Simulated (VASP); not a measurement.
# AlN: restarted molecular dynamics, 2 variants

AlN, P6_3/mmc (no. 194), 8 atoms in the cell. PBE, molecular dynamics; PAW potentials Al, N (PBE set).

| Restart from | Temperature at the end (K) | The same without a restart (K) | Potential energy at the end (eV/atom) | The same without a restart (eV/atom) | Electronic steps in the first step after the restart | Time (s) |
|---|---|---|---|---|---|---|
| CONTCAR with velocities, WAVECAR read | 350.0 | 350.0 | -7.25361 | -7.25361 | 4 | 144 |
| CONTCAR with velocities, no WAVECAR | 350.0 | 350.0 | -7.25361 | -7.25361 | 13 | 137 |

Limits: 60 fs of 8 atoms are too short for converged averages; the cell is only 3.3 Å across, so each atom moves in step with near copies of itself.

## Input of the first row

INCAR.step1:
```
SYSTEM = AlN
  ALGO = Normal
  ANDERSEN_PROB = 0.0
  EDIFF = 1E-6
  ENCUT = 400
  GGA = PE
  IBRION = 0
  ISIF = 2
  ISMEAR = 0
  ISYM = 0
  KPAR = 2
  LASPH = .TRUE.
  LCHARG = .FALSE.
  LREAL = Auto
  LWAVE = .TRUE.
  MDALGO = 1
  NELM = 60
  NELMIN = 4
  NSW = 30
  POTIM = 1.0
  PREC = Normal
  RANDOM_SEED = 216947 0 0
  SIGMA = 0.05
  TEBEG = 1000
```

INCAR.step2, as INCAR.step1 but for:
```
- LWAVE = .TRUE.
+ LWAVE = .FALSE.
```

KPOINTS:
```
k-points
0
Gamma
  3 2 3
```

POSCAR.step1:
```
AlN
1.0
    3.3121157418      0.0000000000      0.0000000000
    0.0000000000      5.7367527454      0.0000000000
    0.0000000000      0.0000000000      4.1875630000
Al N
4 4
Direct
    0.5000000000      0.1666666666      0.2500000000
    0.0000000001      0.6666666666      0.2500000000
    0.0000000000      0.3333333334      0.7500000000
    0.5000000000      0.8333333333      0.7500000000
    0.5000000000      0.1666666666      0.7500000000
    0.0000000001      0.6666666666      0.7500000000
    0.0000000000      0.3333333334      0.2500000000
    0.5000000000      0.8333333333      0.2500000000
```

Commands (each step's output is kept before the next begins):
```
cat potpaw_PBE.64/Al/POTCAR potpaw_PBE.64/N/POTCAR > POTCAR
cp INCAR.step1 INCAR
cp POSCAR.step1 POSCAR
mpirun -np 2 vasp_std > vasp.out
cp CONTCAR POSCAR
cp INCAR.step2 INCAR
mpirun -np 2 vasp_std > vasp.out
```

Changes of the last row against the first:
```
(step 1)
- LWAVE = True
+ LWAVE = False
```

VASP 6.6.1 took 144 s on 2 cores (Intel Xeon Platinum 8259CL @ 2.50GHz (Skylake/Cascade Lake)), a shared host.
